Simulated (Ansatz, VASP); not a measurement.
**Sn13H15 (Sn wire along [111], 26 atoms a period, H-terminated) in two plane-wave programs**

Aim: how closely do two programs agree when they are given the same cell, functional and k mesh? The structure shown is the start of the Ansatz relaxation below; VASP solves that cell, so the two are compared at the walk's first step.

Calculated with Ansatz 0.2.0; plane waves, with VASP 6.6.1 beside it; single point at PBE.

**1. The starting structure**

The cell holds 56 atoms: 26 Sn and 30 H. Cell: a = 19.062 Å, b = 18.244 Å, c = 11.518 Å, α = 90.0°, β = 90.0°, γ = 90.0°. Vacuum lies along a and b. The structure's axis is c.

**2. Ansatz: relaxation, PBE**

Ansatz runs on its PAW soft_1 files.

The two programs are compared at the cell with which this relaxation starts, whose forces are those of its first step.

Contents of input.yaml:

```yaml
crystal:
  lattice:
    - [19.062, 0.0, 0.0]
    - [0.0, 18.244, 0.0]
    - [0.0, 0.0, 11.5181378703]
  atoms:
    - { symbol: Sn, position: [0.376665568, 0.425606608, 0.0] }
    - { symbol: Sn, position: [0.500006773, 0.648818442, 0.0] }
    - { symbol: Sn, position: [0.376665568, 0.425606608, 0.25] }
    - { symbol: Sn, position: [0.500006773, 0.648818442, 0.25] }
    - { symbol: Sn, position: [0.623347978, 0.425606608, 0.25] }
    - { symbol: H, position: [0.301706539, 0.619632537, 0.282688573] }
    - { symbol: H, position: [0.500006773, 0.260766584, 0.282688573] }
    - { symbol: H, position: [0.698307007, 0.619632537, 0.282688573] }
    - { symbol: H, position: [0.301706539, 0.380388568, 0.30064476] }
    - { symbol: H, position: [0.500006773, 0.739254521, 0.30064476] }
    - { symbol: H, position: [0.698307007, 0.380388568, 0.30064476] }
    - { symbol: Sn, position: [0.376665568, 0.574414497, 0.333333333] }
    - { symbol: Sn, position: [0.500006773, 0.351202663, 0.333333333] }
    - { symbol: Sn, position: [0.623347978, 0.574414497, 0.333333333] }
    - { symbol: Sn, position: [0.376665568, 0.574414497, 0.583333333] }
    - { symbol: Sn, position: [0.500006773, 0.351202663, 0.583333333] }
    - { symbol: Sn, position: [0.623347978, 0.574414497, 0.583333333] }
    - { symbol: H, position: [0.178365334, 0.545228592, 0.616021906] }
    - { symbol: H, position: [0.253324363, 0.409574474, 0.616021906] }
    - { symbol: H, position: [0.301706539, 0.322016758, 0.616021906] }
    - { symbol: H, position: [0.301706539, 0.768440426, 0.616021906] }
    - { symbol: H, position: [0.376665568, 0.18636264, 0.616021906] }
    - { symbol: H, position: [0.451624598, 0.768440426, 0.616021906] }
    - { symbol: H, position: [0.548388949, 0.768440426, 0.616021906] }
    - { symbol: H, position: [0.623347978, 0.18636264, 0.616021906] }
    - { symbol: H, position: [0.698307007, 0.768440426, 0.616021906] }
    - { symbol: H, position: [0.698307007, 0.322016758, 0.616021906] }
    - { symbol: H, position: [0.746689183, 0.409574474, 0.616021906] }
    - { symbol: H, position: [0.821648212, 0.545228592, 0.616021906] }
    - { symbol: Sn, position: [0.253324363, 0.500010553, 0.666666667] }
    - { symbol: Sn, position: [0.376665568, 0.276798719, 0.666666667] }
    - { symbol: Sn, position: [0.376665568, 0.723222386, 0.666666667] }
    - { symbol: Sn, position: [0.500006773, 0.500010553, 0.666666667] }
    - { symbol: Sn, position: [0.623347978, 0.723222386, 0.666666667] }
    - { symbol: Sn, position: [0.623347978, 0.276798719, 0.666666667] }
    - { symbol: Sn, position: [0.746689183, 0.500010553, 0.666666667] }
    - { symbol: Sn, position: [0.253324363, 0.500010553, 0.916666667] }
    - { symbol: Sn, position: [0.376665568, 0.276798719, 0.916666667] }
    - { symbol: Sn, position: [0.376665568, 0.723222386, 0.916666667] }
    - { symbol: Sn, position: [0.500006773, 0.500010553, 0.916666667] }
    - { symbol: Sn, position: [0.623347978, 0.723222386, 0.916666667] }
    - { symbol: Sn, position: [0.623347978, 0.276798719, 0.916666667] }
    - { symbol: Sn, position: [0.746689183, 0.500010553, 0.916666667] }
    - { symbol: H, position: [0.178365334, 0.454792513, 0.967311427] }
    - { symbol: H, position: [0.253324363, 0.590446631, 0.967311427] }
    - { symbol: H, position: [0.301706539, 0.231580679, 0.967311427] }
    - { symbol: H, position: [0.301706539, 0.678004347, 0.967311427] }
    - { symbol: H, position: [0.376665568, 0.813658465, 0.967311427] }
    - { symbol: H, position: [0.451624598, 0.231580679, 0.967311427] }
    - { symbol: H, position: [0.548388949, 0.231580679, 0.967311427] }
    - { symbol: H, position: [0.623347978, 0.813658465, 0.967311427] }
    - { symbol: H, position: [0.698307007, 0.678004347, 0.967311427] }
    - { symbol: H, position: [0.698307007, 0.231580679, 0.967311427] }
    - { symbol: H, position: [0.746689183, 0.590446631, 0.967311427] }
    - { symbol: H, position: [0.821648212, 0.454792513, 0.967311427] }
    - { symbol: Sn, position: [0.623347978, 0.425606608, 0.0] }
kpoints:
  mp_grid: { grid: [1, 1, 7] }
scf:
  occupations: { method: fermi_dirac, width: 0.05 }
hamiltonian:
  xc: pbe
  pseudopotentials: { kind: paw, azcp: { folder: soft_1 } }
relax:
  cell: { fix: [a, b, alpha, beta, gamma] }
  max_steps: 45
  f_tol: 0.03
```

On the command line:

```bash
> ansatz run input.yaml --threads 4 --pin off --max-ram 16384MiB --backend cpu --events-out ev --progress --plain --runs-dir out
```

Numbers of over 12 decimals in the logs are rounded to 6 here.

Output:

```text
Engine: ansatz 0.2.0, aarch64-unknown-linux-gnu
Pseudopotentials: kind: paw
Pseudopotential: Sn, paw, valence charge 14, recommended cutoff 420 eV (normal), soft_1/Sn.paw.azcp
Pseudopotential: H, paw, valence charge 1, recommended cutoff 420 eV (normal), soft_1/H.paw.azcp
Functional definition: PBE
  parameter kappa = 0.804
  parameter beta = 0.066725
  exchange = pbe_x(kappa = kappa, mu = beta*pi^2/3)
  correlation = pbe_c(beta = beta)
Crystal: 56 atoms, lattice volume = 4005.630 Å³
Basis set: ecut = 420 eV, 78265 PW (Γ), exchange–correlation on 256×250×160 points (8 copies of the dense FFT grid, shifted against one another)
Bands: 253, of which v1, the nominal top of the filled ones, is band 197 counted from 1 (196 counted from 0)
Symmetry: 4 space group operations
Space group: P2/m (ITA 10), of the structure as read, at distance tolerance 1.6e-4 Å
k-points: 4 of 7
Non-local potential: Sn, projectors of the file, l = 0: 2, l = 1: 2, l = 2: 2, l = 3: 1
Non-local potential: H, projectors of the file, l = 0: 2, l = 1: 1
PAW form: soft (Blöchl's): semilocal exchange-correlation on the pseudo side does not see the compensation charge
PAW one-centre angular grid: Sn, 590 points (default); XC on 64 Gauss nodes
PAW one-centre angular grid: H, 110 points (default); XC on 64 Gauss nodes
Initial density: superposition of atomic densities (neutral atoms: chi_scale 0, normalization atom)
Initial wavefunctions: pseudopotential atomic-orbital guess
Functional: x = pbe(κ = 0.804, μ = 0.219515), c = pbe(β = 0.066725)
SCF iter   1: F=—  HF=-157102.774631 eV  |F-HF|=—  |Δ(HF+E_count)|=         —  Δρ=2.59e-2  dr2=2.79e1  ethr=3.10e-3  ⟨swp⟩=7.0  Hψ=4643  notcnv=0  defer=68
preconditioner: auto → Resta (q_TF=auto, 1.854 Å⁻¹)  ε∞=1.7  [insulator: Δε(μ)=1.210 eV  Ē_g=8.088 eV  σ=0.050 eV  W_gap=1.00  n_scr=446 (ndim 8)  ℏωp=6.8 eV  f_vac=0.622  D(μ)=0.00/eV (n_scr^D=0)  ε∞_Penn≈1.7  vacuum switching on, ρ_ref=4.7e-3 e/Å³]
SCF iter   2: F=—  HF=-157095.833987 eV  |F-HF|=—  |Δ(HF+E_count)|=    6.94e0  Δρ=9.32e-3  dr2=4.94e0  ethr=3.10e-3  ⟨swp⟩=3.0  Hψ=1442  notcnv=0  defer=192
SCF iter   3: F=—  HF=-157095.033468 eV  |F-HF|=—  |Δ(HF+E_count)|=   8.01e-1  Δρ=3.57e-3  dr2=2.15e0  ethr=1.25e-3  ⟨swp⟩=3.5  Hψ=1394  notcnv=0  defer=192
SCF iter   4: F=—  HF=-157094.672737 eV  |F-HF|=—  |Δ(HF+E_count)|=   3.61e-1  Δρ=1.13e-3  dr2=1.18e-1  ethr=5.45e-4  ⟨swp⟩=4.0  Hψ=1110  notcnv=0  defer=192
SCF iter   5: F=—  HF=-157094.671383 eV  |F-HF|=—  |Δ(HF+E_count)|=   1.35e-3  Δρ=4.44e-4  dr2=6.72e-3  ethr=2.98e-5  ⟨swp⟩=2.0  Hψ=1397  notcnv=0  defer=192
SCF iter   6: F=—  HF=-157094.676061 eV  |F-HF|=—  |Δ(HF+E_count)|=   4.68e-3  Δρ=1.21e-4  dr2=7.95e-4  ethr=1.70e-6  ⟨swp⟩=2.0  Hψ=1088  notcnv=0  defer=192
SCF iter   7: F=—  HF=-157094.676763 eV  |F-HF|=—  |Δ(HF+E_count)|=   7.01e-4  Δρ=3.69e-5  dr2=3.35e-4  ethr=2.02e-7  ⟨swp⟩=2.2  Hψ=1675  notcnv=0  defer=192
SCF iter   8: F=—  HF=-157094.676728 eV  |F-HF|=—  |Δ(HF+E_count)|=   3.43e-5  Δρ=1.40e-5  dr2=1.41e-5  ethr=8.50e-8  ⟨swp⟩=2.0  Hψ=1032  notcnv=0  defer=192
SCF iter   9: F=—  HF=-157094.676211 eV  |F-HF|=—  |Δ(HF+E_count)|=   5.18e-4  Δρ=5.05e-6  dr2=1.19e-6  ethr=3.59e-9  ⟨swp⟩=2.0  Hψ=1608  notcnv=0  defer=192
SCF iter  10: F=—  HF=-157094.676214 eV  |F-HF|=—  |Δ(HF+E_count)|=   2.96e-6  Δρ=1.38e-6  dr2=1.21e-7  ethr=3.01e-10  ⟨swp⟩=2.0  Hψ=1608  notcnv=0  defer=192
SCF iter  11: F=-157094.676214 eV  HF=-157094.676214 eV  |F-HF|=5.82e-11  |Δ(HF+E_count)|=   1.98e-7  Δρ=4.14e-7  dr2=1.68e-8  ethr=2.54e-11  ⟨swp⟩=5.0  Hψ=3046  notcnv=0
SCF 1 converged in 11 iterations: F = -157094.676214 eV  dr2 = 1.68e-8
  greatest PAW one-centre occupation: 0.991 electrons in one spin orbital (limit 2), on the Sn atom at site 37 (counted from 0), in its partial waves of l = 2
relax step   1: F+E_penalty+E_count = -157094.67621384 eV  Δ(F+E_penalty+E_count) = +0.000e0 eV  max|allowed force component| = 2.714e-1 eV/Å  Δτ_max = 0.0000 Å  P = -0.312 GPa  Ω = 4005.630 Å³  fix = [a, b, alpha, beta, gamma]  reactions: a -0.318, b -0.318 GPa; alpha -0.000 GPa/rad  (11 SCF iters, dr2 threshold 1.00e-7 eV, accepted)
Crystal: 56 atoms, lattice volume = 3976.200 Å³
Basis set: ecut = 420 eV, 77649 PW (Γ), exchange–correlation on 256×250×160 points (8 copies of the dense FFT grid, shifted against one another)
Initial density: handed on by an earlier stage of this run
Initial wavefunctions: those handed on with the density
iter 1 solved again at ethr=3.09e-4 eV; its pass at ethr=3.10e-3 eV (dr2=1.22e0 eV) is discarded
SCF iter   1: F=—  HF=-157094.616365 eV  |F-HF|=—  |Δ(HF+E_count)|=         —  Δρ=6.41e-3  dr2=1.22e0  ethr=3.09e-4  ⟨swp⟩=5.8  Hψ=5354  notcnv=0  defer=2
[...]
Internal energy: -157095.178547 eV  (E = F + TS)
E sigma→0 (E₀):  -157095.178547 eV
Entropy (-TS):   -0.000000 eV (-0.000 meV/atom)
Fermi energy:    -1.549042 eV
--- Per-component energies (eV) ---
  E_band       = -6789.560396
  E_kinetic    = 4741.531389
  E_local      = -160124.593875  (includes V_loc(G=0)·N_el)
  E_nonlocal   = 3784.702370
  E_hartree    = 77836.902211
  E_xc         = -3505.210991
  E_vxc        = -2386.811982  (∫ρ·V_xc dr)
  E_paw        = -113649.083048  (= ΣΔE_a)
  E_vpaw       = -8478.173299  (= ΣTr[D̂ρ^β])
  E_aug_tail   = -0.019062  (compensation charges beyond the density's cutoff)
  E_ewald      = 33820.592459
  E_smearing   = -0.000000  (= −TS)
  E_closure    = 0.000000  (closes the sum)
  Σ components = -157095.178547   (vs F -157095.178547, Δ=0.00e0)
--- Forces (eV/Å), atoms counted from 1 ---
  atom   1  Sn    -0.00898717    -0.00534338    -0.00211218
  atom   2  Sn     0.00000000     0.01030317    -0.00179966
  atom   3  Sn    -0.00169206    -0.00096862     0.00407947
  atom   4  Sn     0.00000000     0.00194666     0.00421414
  atom   5  Sn     0.00169206    -0.00096862     0.00407947
  atom   6  H     -0.00342799     0.00194536    -0.00211654
  atom   7  H      0.00000000    -0.00388949    -0.00211540
  atom   8  H      0.00342799     0.00194536    -0.00211654
  atom   9  H     -0.00342799    -0.00194536     0.00211654
  atom  10  H      0.00000000     0.00388949     0.00211540
  atom  11  H      0.00342799    -0.00194536     0.00211654
  atom  12  Sn    -0.00169206     0.00096862    -0.00407947
  atom  13  Sn     0.00000000    -0.00194666    -0.00421414
  atom  14  Sn     0.00169206     0.00096862    -0.00407947
  atom  15  Sn    -0.00898717     0.00534338     0.00211218
  atom  16  Sn     0.00000000    -0.01030317     0.00179966
  atom  17  Sn     0.00898717     0.00534338     0.00211218
  atom  18  H      0.00119341     0.00502084    -0.00055809
  atom  19  H     -0.00917554    -0.01699061    -0.01574880
  atom  20  H     -0.01926066     0.00140522    -0.01612813
  atom  21  H     -0.00369230    -0.00370215    -0.00044908
  atom  22  H      0.00554263    -0.00165643    -0.00022317
  atom  23  H      0.01031493     0.01639349    -0.01623563
  atom  24  H     -0.01031493     0.01639349    -0.01623563
[...]
atom  49  H      0.01031493    -0.01639349     0.01623563
  atom  50  H     -0.01031493    -0.01639349     0.01623563
  atom  51  H     -0.00554263     0.00165643     0.00022317
  atom  52  H      0.01926066    -0.00140522     0.01612813
  atom  53  H      0.00369230     0.00370215     0.00044908
  atom  54  H      0.00917554     0.01699061     0.01574880
  atom  55  H     -0.00119341    -0.00502084     0.00055809
  atom  56  Sn     0.00898717    -0.00534338    -0.00211218
  max |Σ_I F_I| component: 2.26e-17 eV/Å
--- Stress (GPa, compression-positive) ---
        0.008915       0.000000       0.000000
        0.000000       0.008741      -0.000131
        0.000000      -0.000131       0.004898
  P = ⅓ Tr σ = 0.0075 GPa (0.075 kbar)
--- Relaxed structure (7 steps of the walk, 6 accepted, 1 SCFs on fresh bases) ---
  F+E_penalty+E_count = -157095.17854680 eV   max|allowed force component| = 2.084e-2 eV/Å   (the final SCF, on the basis selected at the relaxed cell)
  cell:  # Å, volume = 3981.9113 Å³
    - [19.062, 0.0, 0.0]
    - [0.0, 18.244, 0]
    - [0.0, 0, 11.449936]
  atoms:
    - { symbol: Sn, position: [0.377030, 0.425836, -0.00113333] }
    - { symbol: Sn, position: [0.5, 0.648375, -0.0011426] }
    - { symbol: Sn, position: [0.379219, 0.427149, 0.248193] }
    - { symbol: Sn, position: [0.5, 0.645737, 0.248184] }
    - { symbol: Sn, position: [0.620781, 0.427149, 0.248193] }
    - { symbol: H, position: [0.304795, 0.617765, 0.283820] }
    - { symbol: H, position: [0.5, 0.264497, 0.283824] }
    - { symbol: H, position: [0.695205, 0.617765, 0.283820] }
    - { symbol: H, position: [0.304795, 0.382256, 0.299513] }
    - { symbol: H, position: [0.5, 0.735524, 0.299509] }
    - { symbol: H, position: [0.695205, 0.382256, 0.299513] }
    - { symbol: Sn, position: [0.379219, 0.572872, 0.335141] }
    - { symbol: Sn, position: [0.5, 0.354284, 0.335149] }
    - { symbol: Sn, position: [0.620781, 0.572872, 0.335141] }
    - { symbol: Sn, position: [0.377030, 0.574185, 0.584467] }
    - { symbol: Sn, position: [0.5, 0.351646, 0.584476] }
    - { symbol: Sn, position: [0.622970, 0.574185, 0.584467] }
    - { symbol: H, position: [0.181378, 0.561561, 0.625936] }
    - { symbol: H, position: [0.240786, 0.422912, 0.606030] }
    - { symbol: H, position: [0.306482, 0.303971, 0.606036] }
    - { symbol: H, position: [0.289661, 0.757539, 0.625914] }
    - { symbol: H, position: [0.391695, 0.180920, 0.625928] }
    - { symbol: H, position: [0.434291, 0.773103, 0.606052] }
    - { symbol: H, position: [0.565709, 0.773103, 0.606052] }
    - { symbol: H, position: [0.608305, 0.180920, 0.625928] }
    - { symbol: H, position: [0.710339, 0.757539, 0.625914] }
    - { symbol: H, position: [0.693518, 0.303971, 0.606036] }
    - { symbol: H, position: [0.759214, 0.422912, 0.606030] }
    - { symbol: H, position: [0.818622, 0.561561, 0.625936] }
    - { symbol: Sn, position: [0.252030, 0.508205, 0.668934] }
    - { symbol: Sn, position: [0.382809, 0.271527, 0.668941] }
    - { symbol: Sn, position: [0.369208, 0.720284, 0.668928] }
    - { symbol: Sn, position: [0.5, 0.500007, 0.666644] }
    - { symbol: Sn, position: [0.630792, 0.720284, 0.668928] }
    - { symbol: Sn, position: [0.617191, 0.271527, 0.668941] }
    - { symbol: Sn, position: [0.747970, 0.508205, 0.668934] }
    - { symbol: Sn, position: [0.252030, 0.491816, 0.914400] }
    - { symbol: Sn, position: [0.369208, 0.279737, 0.914405] }
    - { symbol: Sn, position: [0.382809, 0.728495, 0.914392] }
    - { symbol: Sn, position: [0.5, 0.500014, 0.916689] }
    - { symbol: Sn, position: [0.617191, 0.728495, 0.914392] }
    - { symbol: Sn, position: [0.630792, 0.279737, 0.914405] }
    - { symbol: Sn, position: [0.747970, 0.491816, 0.914400] }
    - { symbol: H, position: [0.181378, 0.438460, 0.957397] }
    - { symbol: H, position: [0.240786, 0.577109, 0.977304] }
    - { symbol: H, position: [0.289661, 0.242482, 0.957419] }
    - { symbol: H, position: [0.306482, 0.696050, 0.977297] }
    - { symbol: H, position: [0.391695, 0.819101, 0.957405] }
    - { symbol: H, position: [0.434291, 0.226918, 0.977282] }
    - { symbol: H, position: [0.565709, 0.226918, 0.977282] }
    - { symbol: H, position: [0.608305, 0.819101, 0.957405] }
    - { symbol: H, position: [0.693518, 0.696050, 0.977297] }
    - { symbol: H, position: [0.710339, 0.242482, 0.957419] }
    - { symbol: H, position: [0.759214, 0.577109, 0.977304] }
    - { symbol: H, position: [0.818622, 0.438460, 0.957397] }
    - { symbol: Sn, position: [0.622970, 0.425836, -0.00113333] }
```

In the SCF lines HF is the Harris–Foulkes energy and dr2 the Hartree energy of the density residual, in eV; the loop may stop once dr2 is under the threshold and the program's other checks hold. Hψ counts applications of the Hamiltonian.

[end of part 1 of 2]

[Lines on the potential files, build, host, timing and source positions are cut from VASP's logs without a mark.]

[Logs are printed without paths, hosts, clocks, repeated set-up lines and the standing remarks that a program may print on its own settings, such as how far it seeks lower states.]

[Hosts, paths, dates, database ids (printed as entryN), source tags and the programs' standing remarks are cut or masked in the printed files.]
